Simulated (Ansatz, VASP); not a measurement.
# Two plane-wave programs on Si3N4

```
CELL_PARAMETERS angstrom
-3.23735 3.23735 3.23735
3.23735 -3.23735 3.23735
3.23735 3.23735 -3.23735
ATOMIC_POSITIONS crystal
Si 0.25000 0.12500 0.87500
Si 0.87500 0.25000 0.12500
Si 0.75000 0.37500 0.62500
Si 0.62500 0.75000 0.37500
Si 0.12500 0.87500 0.25000
Si 0.37500 0.62500 0.75000
N 0.56280 0.56280 0.56280
N 0.43720 0.50000 0.00000
N 0.50000 0.00000 0.93720
N 0.00000 0.43720 0.50000
N 0.93720 0.50000 0.00000
N 0.06280 0.06280 0.06280
N 0.00000 0.93720 0.50000
N 0.50000 0.00000 0.43720
```

Alike in both runs: functional PBE; k mesh 6 × 6 × 6; occupations fermi-dirac, width 0.02 eV; no spin polarisation.

Ansatz relaxed the structure, and its values are those at the end. VASP's run is a single point on that final structure, the one shown.

|  | VASP | Ansatz |
| --- | --- | --- |
| version | VASP 6.6.1 | Ansatz 0.2.0 |
| potentials or method | VASP PAW PBE potentials, release 64 (Si, N) | plane-wave PAW, scalar-relativistic |
| plane-wave cutoff (eV) | 520 | 420 |
| valence electrons in the cell | 64 | 64 |

Ansatz gave:

```
gap on the k mesh at the Fermi level (eV) : 4.07
pressure (GPa)                            : 1.9
rms of the force components (eV/Å)        : 0.009
```

Estimate VASP's values.

gap on the k mesh at the Fermi level (eV): 4.07; pressure (GPa): 1.6; rms of the force components (eV/Å): 0.007.

Ansatz warned: «stress_scf_threshold_loose».

A k mesh can miss the band edges.
